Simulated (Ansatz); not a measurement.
# SrO: the cost of one run

Method: DFT PBEsol, frozen-core PAW, scalar-relativistic unless said, in Ansatz 0.2.0.

The COD entry's cell or inner coordinates are ideal or old and differ from later refinements, so a difference from it is no clean test against experiment.

## (1) The starting structure

Symmetry: Fm-3m, No. 225, cubic system. The conventional cell has a = 5.133 Å, b = 5.133 Å, c = 5.133 Å, α = 90.00°, β = 90.00°, γ = 90.00°. Around Sr (site symmetry m-3m) lie 6 O at 2.57 Å. O (site symmetry m-3m) is surrounded by 6 Sr at 2.57 Å.

Coordinates:

```
CELL_PARAMETERS angstrom
0.00000 2.56630 2.56630
2.56630 0.00000 2.56630
2.56630 2.56630 0.00000
ATOMIC_POSITIONS crystal
Sr 0.50000 0.50000 0.50000
O 0.00000 0.00000 0.00000
```

Cartesian axes are those of the input's lattice vectors. The structure goes back to a database entry.

## (2) Cell and atoms relaxed, PAW

Contents of input.yaml:

```yaml
crystal:
  lattice:
    - [0.0, 2.5663, 2.5663]
    - [2.5663, 0.0, 2.5663]
    - [2.5663, 2.5663, 0.0]
  atoms:
    - { symbol: Sr, position: [0.5, 0.5, 0.5] }
    - { symbol: O, position: [0.0, 0.0, 0.0] }
kpoints:
  mp_grid: { grid: [16, 16, 16] }
scf:
  occupations: { method: fermi_dirac, width: 0.08 }
hamiltonian:
  xc: pbesol
  pseudopotentials: { kind: paw }
relax:
  f_tol: 0.002
  max_steps: 80
  cell: {}
output:
  forces: true
  stress: true
```

Command:

```console
$ ansatz run input.yaml --threads 1 --pin off --max-ram 3072MiB --backend cpu --events-out ev --progress --plain --runs-dir out
```

Q: Estimate wall time and peak memory on 1 thread of Intel Xeon Platinum 8375C at 2.90GHz (Ice Lake), shared host.

About 8.9 s, with a peak of 0.4 GiB.
